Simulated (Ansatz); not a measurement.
# TiO2 (Baddeleyite): the cost of one run

Computed with Ansatz 0.2.0 (DFT, PBE, plane-wave PAW, default files, scalar-relativistic, frozen cores, as far as a step names no other, unless a step's input says otherwise).

### 1 The starting structure

The structure is monoclinic, space group P2_1/c (No. 14). The conventional cell has a = 4.589 Å, b = 4.849 Å, c = 4.736 Å, α = 90.00°, β = 98.60°, γ = 90.00°. Ti (site symmetry 1) has 6 O at 1.82 to 2.11 Å as nearest neighbours. O (site symmetry 1) is surrounded by 2 Ti at 1.92 to 1.93 Å. O (site symmetry 1) is surrounded by 4 Ti at 1.82 to 2.11 Å.

As a file:

```xyz
12
Lattice="4.5890 0.0000 0.0000 0.0000 4.8490 0.0000 -0.7082 0.0000 4.6828" Properties=species:S:1:pos:R:3 pbc="T T T"
Ti    1.2636    0.2182    1.0208
Ti    2.9713    2.6427    1.3205
Ti    2.6172    4.6308    3.6619
Ti    0.9095    2.2063    3.3622
O     0.0573    1.6826    1.3205
O     4.1776    4.1071    1.0208
O     3.8235    3.1664    3.3622
O    -0.2968    0.7419    3.6619
O     1.6224    3.5252    2.1681
O     2.6125    1.1007    0.1733
O     2.2584    1.3238    2.5146
O     1.2683    3.7483    4.5095
```

The earlier run gave: gap on the mesh 1.24 eV, largest force 5.965 eV/Å, pressure 33.6 GPa.

Like atoms gathered into sites:

| site | atoms | first shell | V_zz (10²¹ V/m²) | η | C_Q (MHz) |
| --- | --- | --- | --- | --- | --- |
| Ti | 1, 2, 3, 4 | 7 O at 1.82–2.27 Å | 8.40 | 0.67 | 50.2 (⁴⁹Ti) |
| O5 | 5, 6, 7, 8 | 3 Ti at 1.92–2.27 Å; also 3 Ti at 3.07–3.29 Å | 4.01 | 0.89 | -2.48 (¹⁷O) |
| O9 | 9, 10, 11, 12 | 4 Ti at 1.82–2.11 Å | 2.93 | 0.11 | -1.81 (¹⁷O) |

V_zz is the principal component of the electric field gradient with the largest magnitude, η = (V_xx − V_yy)/V_zz and C_Q = eQV_zz/h. Quadrupole moments are those of Pyykkö's year-2017 table.

### 2 Ions relaxed at fixed cell

Input file input.yaml:

```yaml
crystal:
  lattice:
    - [4.589, 0.0, 0.0]
    - [0.0, 4.849, 0.0]
    - [-0.7081993865, 0.0, 4.6827502206]
  atoms:
    - { symbol: Ti, position: [0.309, 0.045, 0.218] }
    - { symbol: Ti, position: [0.691, 0.545, 0.282] }
    - { symbol: Ti, position: [0.691, 0.955, 0.782] }
    - { symbol: Ti, position: [0.309, 0.455, 0.718] }
    - { symbol: O, position: [0.056, 0.347, 0.282] }
    - { symbol: O, position: [0.944, 0.847, 0.218] }
    - { symbol: O, position: [0.944, 0.653, 0.718] }
    - { symbol: O, position: [0.056, 0.153, 0.782] }
    - { symbol: O, position: [0.425, 0.727, 0.463] }
    - { symbol: O, position: [0.575, 0.227, 0.037] }
    - { symbol: O, position: [0.575, 0.273, 0.537] }
    - { symbol: O, position: [0.425, 0.773, 0.963] }
kpoints:
  mp_grid: { grid: [7, 6, 7] }
scf:
  occupations: { method: fermi_dirac, width: 0.02 }
hamiltonian:
  xc: pbe
  pseudopotentials: { kind: paw, frozen_core: stored }
output:
  forces: true
  stress: true
  populations: true
  efg: { quadrupole_moments_barn: { Ti: 0.247, O: -0.02558 } }
  write_density: true
  write_potential: true
  elf: true
  volumetric_format: npy
relax:
  f_tol: 0.02
  max_steps: 60
```

On the command line:

```sh
$ ansatz run input.yaml --threads 4 --pin off --max-ram 8192MiB --backend cpu --events-out ev --progress --plain --runs-dir out
```

Q: Estimate wall time and peak memory on 4 threads of Intel Xeon 6975P-C (Granite Rapids), shared host.

About 28 s, with a peak of 0.92 GiB.
